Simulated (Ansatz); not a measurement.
Input:

ZrO$_{2}$ (fluorite, Fm-3m), a = 5.1158 Å, b = 5.1158 Å, c = 5.1158 Å, α = 90.00°, β = 90.00°, γ = 90.00°; the cell used has 3 atoms.

This is the PBE-relaxed structure.

All from PBE (plane waves, PAW; program Ansatz), unless another level is named. Estimate the smallest direct gap on the standard path.

3.75 eV.

Give the electron effective mass, band 2 of 2 at the edge.

0.51 along [100], 0.62 along [110], 0.81 along [111] (mₑ).

Next, the hole effective mass?

0.28, 3.2, 3.2 mₑ (principal values).

Next, the weight of the conduction-edge state by species (Voronoi cells)?

Zr 76 %, O 24 %.

This is a known high-temperature phase of the composition, computed here at zero pressure and temperature. Symmetry was held in the PBE relaxation; whether a distortion lowers the energy is not shown. No spin polarisation was allowed. Spin–orbit coupling is left out wherever it is not named.

Potentials: the later of the program's two PAW sets.
